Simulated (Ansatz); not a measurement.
# Pt (Fm-3m) in Ansatz: further runs

One crystal, Pt, is run at these levels: PBEsol; tasks: single point.

All numbers are computed with Ansatz 0.2.0; they aren't measurements. Logs are shortened: lines on timing, memory, paths and dates and some standing lists are left out, and cuts for length are marked.

**1. The undisturbed crystal**

Symmetry: Fm-3m, No. 225, cubic system. Conventional cell: a = 3.922 Å, b = 3.922 Å, c = 3.922 Å, α = 90.00°, β = 90.00°, γ = 90.00°. Pt (site symmetry m-3m) has 12 Pt at 2.77 Å as nearest neighbours.

**2. Single point, PBEsol, 15.08 Å³/atom (strain_z_fixed_volume = -0.04)**

input.yaml reads:

```yaml
crystal:
  lattice:
    - [0.0, 2.0013351819, 1.882464]
    - [2.0013351819, 0.0, 1.882464]
    - [2.0013351819, 2.0013351819, 0.0]
  atoms:
    - { symbol: Pt, position: [0.0, 0.0, 0.0] }
kpoints:
  mp_grid: { grid: [12, 12, 12] }
scf:
  occupations: { method: fermi_dirac, width: 0.05 }
hamiltonian:
  xc: pbesol
  pseudopotentials: { kind: all_electron, lapw: { basis_error: 0.001 } }
output:
  forces: true
  stress: true
  eigenvalues: true
```

Potentials or basis: all-electron LAPW, scalar-relativistic.

Command:

```console
$ ansatz run input.yaml --threads 1 --pin off --max-ram 3072MiB --backend cpu --events-out ev --progress --plain --runs-dir out
```

The program printed:

```text
Warning: RAYON_NUM_THREADS=1 ignored (pool sized by the plan → 1); use --threads N
LAPW: plane waves up to 8.514 Å⁻¹, error target 1.0e-3 eV per atom; small_component_spin mean_spin; Pt in spheres of 1.374 Å, 42 of its electrons in bands, Dirac shells [] (how accurate: hamiltonian.pseudopotentials.lapw.basis_error, Limitations)
Engine: ansatz 0.2.0, aarch64-unknown-linux-gnu
Pseudopotentials: kind: all_electron
Pseudopotential: Pt, LAPW, valence charge 42, lapw/all_electron/scalar/gaussian/Pt, Koelling and Harmon's equation, gaussian nucleus
Functional definition: PBEsol
  exchange = pbesol_x
  correlation = pbesol_c
Crystal: 1 atoms, lattice volume = 15.080 Å³
Basis set: ecut = 276.1684812768616 eV, 161 PW (Γ), FFT grids on a1, a2, −a2+a3, exchange–correlation at level 2
Bands: 26, of which v1, the nominal top of the filled ones, is band 21 counted from 1 (20 counted from 0)
Symmetry: 16 space group operations
Space group: I4/mmm (ITA 139), of the structure as read, at distance tolerance 2.5e-5 Å
k-points: 163 of 1728
Non-local potential: Pt, projectors of the file, none
Initial density: superposition of atomic densities (chi_scale 0.1, normalization cell)
Initial wavefunctions: plane waves of lowest kinetic energy (no species holds an atomic orbital)
Functional: x = pbesol(κ = 0.804, μ = 0.12345679012345678), c = pbesol(β = 0.046)
iter 1 solved again at ethr=2.23e-4 eV; its pass at ethr=1.00e-1 eV (dr2=9.35e-2 eV) is discarded
SCF iter   1: F=—  HF=-500818.538381 eV  |F-HF|=—  |Δ(HF+E_count)|=         —  Δρ=3.41e-2  dr2=9.38e-2  ethr=2.23e-4  ⟨swp⟩=2.9  Hψ=26798  notcnv=0
preconditioner: auto → Kerker (q_TF=auto, 3.236 Å⁻¹)  [metal: Δε(μ)=0.004 eV  Ē_g=15.842 eV  σ=0.050 eV  W_gap=0.02  n_scr=12 (ndim 8)  ℏωp=30.2 eV  f_vac=0.004  D(μ)=1.68/eV (n_scr^D=18)]
iter 2 solved again at ethr=2.06e-5 eV; its pass at ethr=2.23e-4 eV (dr2=8.67e-3 eV) is discarded
SCF iter   2: F=—  HF=-500818.174551 eV  |F-HF|=—  |Δ(HF+E_count)|=   3.64e-1  Δρ=8.62e-3  dr2=8.67e-3  ethr=2.06e-5  ⟨swp⟩=2.0  Hψ=21771  notcnv=0
SCF iter   3: F=—  HF=-500818.153387 eV  |F-HF|=—  |Δ(HF+E_count)|=         —  Δρ=8.37e-3  dr2=8.36e-3  ethr=2.06e-5  ⟨swp⟩=2.0  Hψ=12271  notcnv=0
the basis was enlarged: its passes take 636.9 KiB over the memory plan, 1 of 1 planned eigensolver slots
SCF iter   4: F=—  HF=-500818.151104 eV  |F-HF|=—  |Δ(HF+E_count)|=   2.28e-3  Δρ=5.14e-3  dr2=3.64e-3  ethr=1.99e-5  ⟨swp⟩=2.0  Hψ=11697  notcnv=0
SCF iter   5: F=—  HF=-500818.150675 eV  |F-HF|=—  |Δ(HF+E_count)|=   4.29e-4  Δρ=2.22e-3  dr2=8.05e-4  ethr=8.67e-6  ⟨swp⟩=2.0  Hψ=12046  notcnv=0
SCF iter   6: F=—  HF=-500818.150741 eV  |F-HF|=—  |Δ(HF+E_count)|=   6.56e-5  Δρ=3.56e-4  dr2=1.91e-5  ethr=1.92e-6  ⟨swp⟩=2.0  Hψ=12269  notcnv=0
SCF iter   7: F=—  HF=-500818.150738 eV  |F-HF|=—  |Δ(HF+E_count)|=   3.00e-6  Δρ=8.05e-5  dr2=6.38e-7  ethr=4.55e-8  ⟨swp⟩=2.0  Hψ=12271  notcnv=0
SCF iter   8: F=-500818.150737 eV  HF=-500818.150738 eV  |F-HF|=3.99e-8  |Δ(HF+E_count)|=   1.12e-7  Δρ=2.08e-5  dr2=5.01e-8  ethr=1.52e-9  ⟨swp⟩=2.0  Hψ=12271  notcnv=0
SCF 1 converged in 8 iterations: F = -500818.150737 eV  dr2 = 5.01e-8
SCF converged after 8 iterations
Free energy (F): -500818.150737 eV
Harris-Foulkes:  -500818.150738 eV  (|F-HF|=3.99e-8)
Internal energy: -500818.136603 eV  (E = F + TS)
E sigma→0 (E₀):  -500818.143670 eV
Entropy (-TS):   -0.014134 eV (-14.134 meV/atom)
Fermi energy:    28.720097 eV
--- Per-component energies (eV) ---
  E_band       = -3313.001639
  E_kinetic    = 568677.716166
  E_xc         = -9553.592960
  E_electrostatic = -1059942.259809  (all electrons and nuclei)
  E_smearing   = -0.014134  (= −TS)
  E_closure    = 0.000000  (closes the sum)
  E_atoms      = -500811.181748  (free atoms, spherical and without spin; not in F)
  Σ components = -500818.150737   (vs F -500818.150737, Δ=0.00e0)
  Basis errors (estimates in eV, not in F): energy 2.4e-4 per atom: plane waves 2.0e-4 (1.0e-4 summed), levels above the bands 9.6e-181, relativity 6.9e-8, radial functions 3.6e-5, core shells 1.4e-7; eigenvalues (radial functions only) 5.2e-6; not estimated: angular momenta, meshes, grids; target (lapw.basis_error) 1.0e-3; muffin-tin radii Pt 1.374 Å
--- Forces (eV/Å), atoms counted from 1 ---
  atom   1  Pt     0.00000000     0.00000000    -0.00000000
  max |Σ_I F_I| component: 1.48e-31 eV/Å
--- Stress (GPa, compression-positive) ---
       -1.833130       0.000000      -0.000000
        0.000000      -1.833130      -0.000000
       -0.000000      -0.000000       2.329024
  P = ⅓ Tr σ = -0.4457 GPa (-4.457 kbar)
--- Band table (eV; the first three rows and the last of 163) ---
  k-point 0: bands = ["-274.3939", "-274.3939", "-274.3681", "-274.3521", "-274.3458", "-69.8222", "-38.3521", "-38.3362", "-38.3193", "-38.3193", "-38.3035", "-38.3008", "-38.3008", "-23.7708", "-23.7699", "-23.7699", "18.4114", "24.6965", "24.6965", "25.3930", "26.6630", "27.4666", "43.3273", "47.6735", "47.6735", "49.3334"]
  k-point 1: bands = ["-274.3939", "-274.3939", "-274.3681", "-274.3521", "-274.3458", "-69.8200", "-38.3520", "-38.3363", "-38.3194", "-38.3193", "-38.3034", "-38.3009", "-38.3007", "-23.8031", "-23.7761", "-23.7736", "18.6907", "24.6580", "24.8021", "25.4151", "26.6314", "27.3856", "43.7493", "46.7999", "48.0919", "49.2656"]
  k-point 2: bands = ["-274.3939", "-274.3939", "-274.3681", "-274.3521", "-274.3458", "-69.8138", "-38.3516", "-38.3369", "-38.3197", "-38.3194", "-38.3033", "-38.3010", "-38.3005", "-23.8924", "-23.7930", "-23.7821", "19.4650", "24.5101", "24.9875", "25.5519", "26.6876", "27.2552", "44.5744", "44.7226", "49.2672", "50.2851"]
  k-point 162: bands = ["-274.3939", "-274.3939", "-274.3681", "-274.3521", "-274.3458", "-69.7715", "-38.3491", "-38.3413", "-38.3210", "-38.3210", "-38.3028", "-38.2999", "-38.2999", "-24.2317", "-23.9860", "-23.9860", "21.6572", "22.0520", "28.7273", "29.2413", "29.2413", "31.2466", "38.6284", "39.3115", "39.3115", "48.2163"]
```

It took 16 s on 1 thread of Arm Neoverse V2, shared host; peak memory 0.38 GiB.

What came out:

```
Free energy            : -500818.1507 eV
Pressure               : -0.4 GPa
Band gap on the k mesh : none (metal or under the smearing width)
```

**3. Single point, PBEsol, 15.08 Å³/atom (strain_z_fixed_volume = -0.02)**

input.yaml, as its differences from that of step 2:

```diff
@@ -2,5 +2,5 @@
   lattice:
-    - [0.0, 2.0013351819, 1.882464]
-    - [2.0013351819, 0.0, 1.882464]
-    - [2.0013351819, 2.0013351819, 0.0]
+    - [0.0, 1.9808081246, 1.921682]
+    - [1.9808081246, 0.0, 1.921682]
+    - [1.9808081246, 1.9808081246, 0.0]
   atoms:
```

Potentials or basis: all-electron LAPW, scalar-relativistic.

Command:

```console
$ ansatz run input.yaml --threads 1 --pin off --max-ram 3072MiB --backend cpu --events-out ev --progress --plain --runs-dir out
```

Wall time 16 s (1 thread of Arm Neoverse V2, shared host); peak memory 0.38 GiB.

It converged, with:

- Free energy: -500818.1568 eV
- Pressure: -0.6 GPa
- Band gap on the k mesh: none (metal or under the smearing width)
